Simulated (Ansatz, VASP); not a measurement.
## SiC in VASP and in Ansatz

POSCAR

```
SiC
1.0
    0.0000000000      2.3479200000      2.2609600000
    2.3479200000      0.0000000000      2.2609600000
    2.3479200000      2.3479200000      0.0000000000
Si C
1 1
Direct
    0.0000000000      0.0000000000      0.0000000000
    0.7500000000      0.7500000000      0.7500000000
```

File INCAR.step1:

```
SYSTEM = SiC
PREC = Accurate
ENCUT = 520
ISMEAR = 0
SIGMA = 0.05
LREAL = .False.
LASPH = .True.
NELM = 60
NBANDS = 11
GGA = PE
ALGO = Normal
EDIFF = 1E-4
LWAVE = .True.
LCHARG = .False.
```

INCAR.step2

```
SYSTEM = SiC
PREC = Accurate
ENCUT = 520
EDIFF = 1E-6
ISMEAR = 0
SIGMA = 0.05
LREAL = .False.
LASPH = .True.
NELM = 60
ALGO = Normal
ISIF = 2
LWAVE = .False.
LCHARG = .True.
METAGGA = R2SCAN
LMIXTAU = .True.
LELF = .True.
LVHAR = .True.
NBANDS = 11
ISTART = 1
```

KPOINTS

```
regular mesh
0
Gamma
  12 12 12
  0 0 0
```

Input for Ansatz:

```yaml
crystal:
  lattice:
    - [0.0, 2.34792, 2.26096]
    - [2.34792, 0.0, 2.26096]
    - [2.34792, 2.34792, 0.0]
  atoms:
    - { symbol: Si, position: [0.0, 0.0, 0.0] }
    - { symbol: C, position: [0.75, 0.75, 0.75] }
basis:
  ecutwfc: 500
kpoints:
  mp_grid: { grid: [12, 12, 12] }
hamiltonian:
  xc: r2scan
scf:
  occupations: { method: gaussian, width: 0.05 }
output:
  forces: true
  stress: true
  eigenvalues: true
```

Change from the starting cell: strain +0.080 along x and y, +0.040 along z, atoms carried along.

Alike in both runs: task single point; functional r2SCAN; k mesh 12 × 12 × 12; occupations gaussian, width 0.05 eV; no spin polarisation.

```csv
,VASP,Ansatz
version,VASP 6.6.1,Ansatz 0.2.0
potentials or method,"VASP PAW PBE potentials, release 64 (Si, C)","scalar-relativistic, plane waves, PAW"
plane-wave cutoff (eV),520,500
valence electrons in the cell,8,8
```

```csv
,VASP,Ansatz,Ansatz less VASP
gap on the k mesh at the Fermi level (eV),1.46,1.45,-0.007
least direct gap on the mesh (eV),4.36,4.35,-0.017
pressure (GPa),-29.4,-29.4,+0.06
largest component of the traceless stress (GPa),6.05,6.03,-0.017
```

Caveats: so large a pressure means that the cell lies far from this level's equilibrium, or that cutoff or potentials fall short (VASP); the potentials were made for another functional, which shifts forces and pressure (VASP). A k mesh can miss the band edges.
